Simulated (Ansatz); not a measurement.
Runs of Ansatz 0.2.0 on Cu. It takes space group Fm-3m (No. 225, cubic). Conventional cell: a = 3.615 Å, b = 3.615 Å, c = 3.615 Å, α = 90.00°, β = 90.00°, γ = 90.00°. Cu (site symmetry m-3m) has 12 Cu at 2.56 Å as nearest neighbours. 

| task | level | potentials or basis | cell | k mesh | cutoff (eV) | points for each segment of the path | atoms under strain | gap on the mesh (eV) | pressure (GPa) |
| --- | --- | --- | --- | --- | --- | --- | --- | --- | --- |
| band structure | BPBE | Ansatz PAW | as given | 13 × 13 × 13 | 420 | 14 | - | none | 1.5 |
| elastic constants | r2SCAN | Ansatz PAW | as given | 11 × 11 × 11 | 500 | - | relaxed | none | (a) |
| band structure | LDA | Ansatz PAW | as given | 13 × 13 × 13 | 420 | 14 | - | none | -12.7 |
| relaxation of cell and atoms | r2SCAN | Ansatz PAW | relaxed | 13 × 13 × 13 | 500 | - | - | none | 0.0 |

Alike in all rows: no spin polarisation; smearing fermi-dirac 0.05 eV.

Fill in the values left out.

(a) -5.1.

Caveats: the PAW data sets come from PBE, with cores solved anew for the run's functional, which leaves a small shift of forces and pressure; the cell is more than 3 GPa from zero pressure, which shifts response properties (some runs); elastic constants of metals need much finer meshes, so these are rough (some runs); the plane-wave basis is chosen anew once the cell has moved, so the energies of steps on either side of that aren't comparable (some runs).

A gap of «none» marks a metal or a gap under the smearing width.

Runs at the PBE level aren't shown here.
